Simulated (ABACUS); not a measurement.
# Rh (Fm-3m) in ABACUS: equation of state

Aim: energy against volume of Rh in PBEsol, for its equilibrium volume and stiffness.

Program: ABACUS 3.10.1. These are calculated values, not measurements. Logs are shortened: lines on timing, memory, paths and dates and some standing lists are left out, and cuts for length are marked.

**Measured values to compare with.**

“Thermal equation of state of rhodium characterized by XRD in a resistively heated diamond anvil cell”, 2024, pmc:11535440 quotes, for a bulk crystal of Rh: bulk modulus 264 ± 1 GPa.

How close the calculation comes is told below.

### 1 The structure

It takes space group Fm-3m (No. 225, cubic). The conventional cell has a = 3.796 Å, b = 3.796 Å, c = 3.796 Å, α = 90.00°, β = 90.00°, γ = 90.00°. Rh (site symmetry m-3m) is surrounded by 12 Rh at 2.68 Å.

### 2 Equation of state, PBEsol, 12.85 Å³/atom (volume scaled by 0.94)

INPUT

```
INPUT_PARAMETERS
suffix              Rh
calculation         scf
basis_type          pw
pseudo_dir          ./
symmetry            1
dft_functional      pbesol
ecutwfc             89
pseudo_rcut         7
nspin               1
nbands              13
ks_solver           dav
smearing_method     fd
smearing_sigma      0.00367493
scf_thr             1e-08
scf_nmax            100
mixing_type         broyden
mixing_beta         0.7
cal_force           1
cal_stress          1
kpar                4
```

STRU

```
ATOMIC_SPECIES
Rh 102.9055 Rh.upf

LATTICE_CONSTANT
1.8897261246

LATTICE_VECTORS
0.0000000000 1.8591074964 1.8591074964
1.8591074964 0.0000000000 1.8591074964
1.8591074964 1.8591074964 0.0000000000

ATOMIC_POSITIONS
Direct

Rh
0.0
1
0.0000000000 0.0000000000 0.0000000000 1 1 1
```

KPT

```
K_POINTS
0
Gamma
12 12 12 0 0 0
```

Potentials or basis: PseudoDojo NC SR 0.4.1 PBEsol standard, plane waves.

Run with:

```bash
> OMP_NUM_THREADS=1 mpirun -np 4 abacus > log
```

running log:

```text
ABACUS v3.10.1

               Atomic-orbital Based Ab-initio Computation at UStc

 ------------------------------------------------------------------------------------

 READING GENERAL INFORMATION
                           global_out_dir = OUT.Rh/
                           global_in_card = INPUT
                               pseudo_dir = ./
                              orbital_dir =
                                    DSIZE = 4
                                    GSIZE = 1

 READING UNITCELL INFORMATION
                                    ntype = 1
                  lattice constant (Bohr) = 1.88973
              lattice constant (Angstrom) = 1

 READING ATOM TYPE 1
                               atom label = Rh
                      L=0, number of zeta = 1
                      L=1, number of zeta = 1
                      L=2, number of zeta = 1
             number of atom for this type = 1

                        TOTAL ATOM NUMBER = 1
DIRECT COORDINATES
    atom                   x                   y                   z     mag                  vx                  vy                  vz
taud_Rh1            0.0000000000        0.0000000000        0.0000000000  0.0000        0.0000000000        0.0000000000        0.0000000000

                          Volume (Bohr^3) = 86.7242
                             Volume (A^3) = 12.8512

 Lattice vectors: (Cartesian coordinate: in unit of a_0)
                   +0            +1.85911            +1.85911
             +1.85911                  +0            +1.85911
             +1.85911            +1.85911                  +0
 Reciprocal vectors: (Cartesian coordinate: in unit of 2 pi/a_0)
            -0.268946           +0.268946           +0.268946
            +0.268946           -0.268946           +0.268946
            +0.268946           +0.268946           -0.268946
 The esolver type has been set to : ksdft_pw

                PAO radial cut off (Bohr) = 7

 Read in pseudopotential file is Rh.upf
                     pseudopotential type = NC
          exchange-correlation functional = PBESOL
                 nonlocal core correction = 1
                        valence electrons = 17
                                     lmax = 2
                           number of zeta = 4
                     number of projectors = 6
                           L of projector = 0
                           L of projector = 0
                           L of projector = 1
                           L of projector = 1
                           L of projector = 2
                           L of projector = 2
     initial pseudo atomic orbital number = 10

 SETUP THE ELECTRONS NUMBER
            electron number of element Rh = 17
      total electron number of element Rh = 17
            AUTOSET number of electrons:  = 17
[... 159 lines left out ...]
                                    max q = 1136

 number of pseudo atomic orbitals for Rh is 4
WARNING: norm of atomic wavefunction # 3 of atomic type Rh is 0.999885, renormalized
WARNING: norm of atomic wavefunction # 4 of atomic type Rh is 0.993215, renormalized

 -------------------------------------------
 SELF-CONSISTENT
 -------------------------------------------
                                 init_chg = atomic

 PW ALGORITHM --------------- ION=   1  ELEC=   1--------------------------------
 Notice: Threshold on eigenvalues was too large.
 hsover_error=0.17 > DRHO=0.126025
 Origin diag ethr = 0.01
 New diag ethr = 0.000741326

 Density error is 0.127506370316
                          Error Threshold = 0.000741326450234
----------------------------------------------------------
     Energy           Rydberg                 eV
----------------------------------------------------------
 E_KohnSham     -234.3862484060      -3188.9885111650
 E_Harris       -237.9132334934      -3236.9756051145
 E_Fermi        1.8982617037         25.8271754659
----------------------------------------------------------
[... 51 lines left out ...]
 Density error is 1.24058402312e-09
                          Error Threshold = 9.87781164529e-10
----------------------------------------------------------
     Energy           Rydberg                 eV
----------------------------------------------------------
 E_KohnSham     -234.4296832722      -3189.5794728377
 E_KS(sigma->0) -234.4294169787      -3189.5758497281
 E_Harris       -234.4298957757      -3189.5823640960
 E_band         -3.9193953779        -53.3261098544
 E_one_elec     -43.8419653919       -596.5005408486
 E_Hartree      35.6751065661        485.3847260562
 E_xc           -37.6844099936       -512.7227016812
 E_Ewald        -188.5778818657      -2565.7337101448
 E_entropy(-TS) -0.0005325871        -0.0072462193
 E_descf        0.0000000000         0.0000000000
 E_exx          0.0000000000         0.0000000000
 E_Fermi        1.8056531224         24.5671710758
----------------------------------------------------------

 charge density convergence is achieved
 final etot is -3189.5794728 eV
 EFERMI = 24.567171076 eV

 STATE ENERGY(eV) AND OCCUPATIONS    NSPIN == 1
 1/18 kpoint (Cartesian) = 0.0000 0.0000 0.0000 (1243 pws)
       1       -54.5304     0.00115741
       2       -21.9148     0.00115741
       3       -21.9148     0.00115741
       4       -21.9148     0.00115741
       5        15.9848     0.00115741
       6        21.0949     0.00115741
       7        21.0949     0.00115741
       8        21.0949     0.00115741
       9        23.4443     0.00115741
      10        23.4443     0.00115741
      11        40.5951        0.00000
      12        46.3838        0.00000
      13        46.3838        0.00000
[... 61 lines left out ...]
 6/18 kpoint (Cartesian) = 0.11206 0.11206 0.11206 (1221 pws)
       1       -54.3887     0.00925926
       2       -22.7841     0.00925926
       3       -22.0331     0.00925926
       4       -22.0331     0.00925926
       5        17.8543     0.00925926
       6        21.0891     0.00925926
       7        21.0891     0.00925926
       8        24.1387     0.00925750
       9        24.9229    7.52587e-06
      10        24.9229    7.52587e-06
      11        35.0644        0.00000
      12        40.4653        0.00000
      13        47.1455        0.00000

[... levels at 12 further k points ...]

------------------------------------------------------------------------------------------
 TOTAL-FORCE (eV/Angstrom)
------------------------------------------------------------------------------------------
                       Rh1         0.0000000000         0.0000000000         0.0000000000
------------------------------------------------------------------------------------------

----------------------------------------------------------------
 TOTAL-STRESS (KBAR)
----------------------------------------------------------------
       169.4708598261         0.0000000000        -0.0000000000
         0.0000000000       169.4708598261        -0.0000000000
         0.0000000000        -0.0000000000       169.4708598261
----------------------------------------------------------------
 TOTAL-PRESSURE: 169.470860 KBAR

 --------------------------------------------
 !FINAL_ETOT_IS -3189.5794728377336469 eV
 --------------------------------------------
```

stdout:

```text
ABACUS v3.10.1

               Atomic-orbital Based Ab-initio Computation at UStc

%%%%%%%%%%%%%%%%%%%%%%%%%%%%%%%%%%%%%%%%%%%%%%%%%%%%%%%%%%%%%%%%%%%%%%%%%%%%%%%%%%%%%%%%%%%%%%%%%%%%%%%%%
 Warning: the number of valence electrons in pseudopotential > 9 for Rh: [Kr] 4d8 5s1
[... 31 lines left out ...]
 TOTAL-STRESS (KBAR)
----------------------------------------------------------------
       169.4708598261         0.0000000000        -0.0000000000
         0.0000000000       169.4708598261        -0.0000000000
         0.0000000000        -0.0000000000       169.4708598261
----------------------------------------------------------------
 TOTAL-PRESSURE: 169.470860 KBAR
```

Run time: 7.5 s. Hardware: 4 MPI ranks of Intel Xeon Platinum 8488C (Sapphire Rapids), shared host; peak memory 0.24 GiB.

Results:

```yaml
Free_energy: -3189.5795 eV
Pressure: 16.9 GPa
Band_gap_on_the_k_mesh: none (metal or under the smearing width)
```

### 3 Equation of state, PBEsol, 13.12 Å³/atom (volume scaled by 0.96)

INPUT is that of step 2.

STRU

```
ATOMIC_SPECIES
Rh 102.9055 Rh.upf

LATTICE_CONSTANT
1.8897261246

LATTICE_VECTORS
0.0000000000 1.8722002341 1.8722002341
1.8722002341 0.0000000000 1.8722002341
1.8722002341 1.8722002341 0.0000000000

ATOMIC_POSITIONS
Direct

Rh
0.0
1
0.0000000000 0.0000000000 0.0000000000 1 1 1
```

KPT is that of step 2.

Potentials or basis: PseudoDojo NC SR 0.4.1 PBEsol standard, plane waves.

Run with:

```bash
> OMP_NUM_THREADS=1 mpirun -np 4 abacus > log
```

Run time: 3.7 s. Hardware: 4 MPI ranks of Intel Xeon Platinum 8488C (Sapphire Rapids), shared host; peak memory 0.24 GiB.

It converged, with:

- Free energy: -3189.6020 eV
- Pressure: 9.3 GPa
- Band gap on the k mesh: none (metal or under the smearing width)

### 4 Equation of state, PBEsol, 13.40 Å³/atom (volume scaled by 0.98)

INPUT is that of step 3.

STRU

```
ATOMIC_SPECIES
Rh 102.9055 Rh.upf

LATTICE_CONSTANT
1.8897261246

LATTICE_VECTORS
0.0000000000 1.8851123679 1.8851123679
1.8851123679 0.0000000000 1.8851123679
1.8851123679 1.8851123679 0.0000000000

ATOMIC_POSITIONS
Direct

Rh
0.0
1
0.0000000000 0.0000000000 0.0000000000 1 1 1
```

KPT is that of step 3.

Run with:

```bash
> OMP_NUM_THREADS=1 mpirun -np 4 abacus > log
```

It took 2.6 s on 4 MPI ranks of Intel Xeon Platinum 8488C (Sapphire Rapids), shared host; peak memory 0.24 GiB.

Results (log left out):

```yaml
Free_energy: -3189.6122 eV
Pressure: 2.6 GPa
Band_gap_on_the_k_mesh: none (metal or under the smearing width)
```

### 5 Equation of state, PBEsol, 13.67 Å³/atom

INPUT is that of step 4.

STRU

```
ATOMIC_SPECIES
Rh 102.9055 Rh.upf

LATTICE_CONSTANT
1.8897261246

LATTICE_VECTORS
0.0000000000 1.8978500000 1.8978500000
1.8978500000 0.0000000000 1.8978500000
1.8978500000 1.8978500000 0.0000000000

ATOMIC_POSITIONS
Direct

Rh
0.0
1
0.0000000000 0.0000000000 0.0000000000 1 1 1
```

KPT is that of step 4.

Run with:

```bash
> OMP_NUM_THREADS=1 mpirun -np 4 abacus > log
```

Wall time 3 s (4 MPI ranks of Intel Xeon Platinum 8488C (Sapphire Rapids), shared host); peak memory 0.24 GiB.

It converged, with:

| Quantity | Value |
| --- | --- |
| Free energy | -3189.6116 eV |
| Pressure | -3.4 GPa |
| Band gap on the k mesh | none (metal or under the smearing width) |

### 6 Equation of state, PBEsol, 13.94 Å³/atom (volume scaled by 1.02)

INPUT is that of step 5.

STRU

```
ATOMIC_SPECIES
Rh 102.9055 Rh.upf

LATTICE_CONSTANT
1.8897261246

LATTICE_VECTORS
0.0000000000 1.9104189093 1.9104189093
1.9104189093 0.0000000000 1.9104189093
1.9104189093 1.9104189093 0.0000000000

ATOMIC_POSITIONS
Direct

Rh
0.0
1
0.0000000000 0.0000000000 0.0000000000 1 1 1
```

KPT is that of step 5.

Potentials or basis: PseudoDojo NC SR 0.4.1 PBEsol standard, plane waves.

Run with:

```bash
> OMP_NUM_THREADS=1 mpirun -np 4 abacus > log
```

Wall time 2.8 s (4 MPI ranks of Intel Xeon Platinum 8488C (Sapphire Rapids), shared host); peak memory 0.24 GiB.

It converged, with:

```yaml
Free_energy: -3189.6015 eV
Pressure: -8.6 GPa
Band_gap_on_the_k_mesh: none (metal or under the smearing width)
```

### 7 Equation of state, PBEsol, 14.22 Å³/atom (volume scaled by 1.04)

INPUT is that of step 6.

STRU

```
ATOMIC_SPECIES
Rh 102.9055 Rh.upf

LATTICE_CONSTANT
1.8897261246

LATTICE_VECTORS
0.0000000000 1.9228245745 1.9228245745
1.9228245745 0.0000000000 1.9228245745
1.9228245745 1.9228245745 0.0000000000

ATOMIC_POSITIONS
Direct

Rh
0.0
1
0.0000000000 0.0000000000 0.0000000000 1 1 1
```

KPT is that of step 6.

Run with:

```bash
> OMP_NUM_THREADS=1 mpirun -np 4 abacus > log
```

Run time: 3 s. Hardware: 4 MPI ranks of Intel Xeon Platinum 8488C (Sapphire Rapids), shared host; peak memory 0.24 GiB.

The run converged. Its results:

* Free energy: -3189.5829 eV
* Pressure: -13.2 GPa
* Band gap on the k mesh: none (metal or under the smearing width)

### 8 Equation of state, PBEsol, 14.49 Å³/atom (volume scaled by 1.06)

INPUT is that of step 7.

STRU

```
ATOMIC_SPECIES
Rh 102.9055 Rh.upf

LATTICE_CONSTANT
1.8897261246

LATTICE_VECTORS
0.0000000000 1.9350721950 1.9350721950
1.9350721950 0.0000000000 1.9350721950
1.9350721950 1.9350721950 0.0000000000

ATOMIC_POSITIONS
Direct

Rh
0.0
1
0.0000000000 0.0000000000 0.0000000000 1 1 1
```

KPT is that of step 7.

Run with:

```bash
> OMP_NUM_THREADS=1 mpirun -np 4 abacus > log
```

Run time: 3.9 s. Hardware: 4 MPI ranks of Intel Xeon Platinum 8488C (Sapphire Rapids), shared host; peak memory 0.24 GiB.

It converged, with:

```yaml
Free_energy: -3189.5569 eV
Pressure: -17.3 GPa
Band_gap_on_the_k_mesh: none (metal or under the smearing width)
```

### 9 Equation of state, PBEsol

Potentials or basis: PseudoDojo NC SR 0.4.1 PBEsol standard, plane waves.

No new run: the results of the series are fitted here.

What came out:

- Equilibrium volume: 13.52 Å³/atom
- Bulk modulus: 296 GPa
- Pressure derivative of the bulk modulus: 5.1

Energy against volume, from the lowest point:
| volume (Å³/atom) | energy (meV/atom) |
| --- | --- |
| 12.851 | 32.72 |
| 13.125 | 10.24 |
| 13.398 | 0.00 |
| 13.671 | 0.58 |
| 13.945 | 10.73 |
| 14.218 | 29.31 |
| 14.492 | 55.33 |

### 10 How close it comes

Step 9. Measured bulk modulus of Rh: 264 GPa (quoted in “Thermal equation of state of rhodium characterized by XRD in a resistively heated diamond anvil cell”, 2024, pmc:11535440). This calculation gives 296 GPa (+12.3 %). The fit is for a static lattice scaled at fixed shape and fixed fractional positions.
